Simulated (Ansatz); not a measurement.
# Bi₂Te₃: how the energy converges with the cutoff

Bi₂Te₃, P1, a = 10.073 Å, b = 10.003 Å, c = 10.120 Å, α, β, γ = 25.7°, 25.2°, 25.7°. Ansatz: PBE, PAW, cutoff varied, Γ-centred 8×8×8 mesh on 5 atoms, Gaussian smearing 0.10 eV; no spin polarisation. Single points at one geometry with displaced atoms, the cutoff alone changed; ΔE is the energy at zero smearing over the run at 600 eV. The runs up to 350 eV lie under the cutoff recommended for these PAW datasets.

| cutoff (eV) | ΔE (meV/atom) |
| --- | --- |
| 200 | 8125.92 |
| 250 | 927.93 |
| 300 | 72.70 |
| 350 | 4.11 |
| 420 | ? |

Problem. Assume ΔE falls exponentially with the cutoff, fit y = ln ΔE against x, the cutoff in eV, to the other rows, and predict the missing value.

Solution. y = 9.003, 6.833, 4.286, 1.413. Means x = 275.0, y = 5.3838; Σ(Δx)² = 12500, ΣΔxΔy = -632.9; the slope is their ratio. y = 19.31 − 0.05063 x, a factor of ten per 45 eV. At 420 eV this gives ΔE = 0.14 meV/atom. The run gave 1.22, a ratio of 0.11. Between neighbouring rows the decay runs from a factor of ten per 40 eV to one per 133 eV, so one exponential is only a rough guide. The fast fall gives way to a slow tail, so a fit to low cutoffs promises convergence too early.

This form isn't the usual stable structure of the compound.

8 further runs of this set didn't finish or converge.

Cost: 6 runs of about 12 core-minutes in all, on Intel Xeon Processor @ 2.70GHz (shared hosts).